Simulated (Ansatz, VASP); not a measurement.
One calculation of HfN, two programs

Contents of INCAR:

```
PREC     = Accurate       # precision mode
ENCUT    = 520            # plane-wave cutoff, eV
EDIFF    = 1E-7           # SCF threshold, eV
ISMEAR   = -1             # smearing method
SIGMA    = 0.01           # smearing width, eV
LREAL    = False          # projectors in reciprocal space
LASPH    = True           # aspherical terms in the spheres
NELM     = 80             # most SCF steps
ALGO     = Normal         # electronic algorithm
ISIF     = 2              # what is computed and relaxed
LWAVE    = False          # write WAVECAR
LCHARG   = True           # write CHGCAR
GGA      = PS             # functional
LELF     = True           # ELF
LVHAR    = True         
NBANDS   = 14             # bands
```

KPOINTS

```
Automatic mesh
0
Gamma
  10 10 10
```

The input POSCAR:

```
HfN
1.0
    0.0000000000      2.2438384694      2.2438384694
    2.2438384694      0.0000000000      2.2438384694
    2.2438384694      2.2438384694      0.0000000000
Hf N
1 1
Direct
    0.0000000000      0.0000000000      0.0000000000
    0.5000000000      0.5000000000      0.5000000000
```

Input for Ansatz:

```yaml
crystal:
  lattice:
    - [0.0, 2.2438384694, 2.2438384694]
    - [2.2438384694, 0.0, 2.2438384694]
    - [2.2438384694, 2.2438384694, 0.0]
  atoms:
    - { symbol: Hf, position: [0.0, 0.0, 0.0] }
    - { symbol: "N", position: [0.5, 0.5, 0.5] }
kpoints:
  mp_grid: { grid: [10, 10, 10] }
  band_path:
    path:
      - [0.0, 0.0, 0.0]
      - [0.5, 0.0, 0.5]
      - [0.625, 0.25, 0.625]
      - [0.375, 0.375, 0.75]
      - [0.0, 0.0, 0.0]
      - [0.5, 0.5, 0.5]
      - [0.5, 0.25, 0.75]
      - [0.5, 0.0, 0.5]
    npoints: 5
scf:
  occupations: { method: fermi_dirac, width: 0.01 }
hamiltonian:
  xc: pbesol
  pseudopotentials: { kind: all_electron, lapw: { basis_error: 0.0005 } }
output:
  forces: true
  stress: true
  eigenvalues: true
```

Change from the starting cell: volume scaled by 0.98.

Alike in both runs: task single point; functional PBEsol; k mesh 10 × 10 × 10; occupations fermi-dirac, width 0.01 eV; no spin polarisation.

```csv
,VASP,Ansatz
version,VASP 6.6.1,Ansatz 0.2.0
potentials or method,"VASP PAW PBE potentials, release 64 (Hf_pv, N)","all-electron LAPW, scalar-relativistic"
plane-wave cutoff (eV),520,see its input
```

VASP gave:

| Property | Result |
| --- | --- |
| pressure (GPa) | 0.5 |

Task: What did Ansatz give for the same quantities?

Result: Pressure (GPa): 2.8.

Ansatz ran all-electron here, so the differences hold the error of VASP's frozen core and of both bases.

Caveats: the PAW data sets were made with another functional, which shifts forces and pressure a little (VASP). The runs have no spin-orbit coupling, so splittings on Hf are missing.
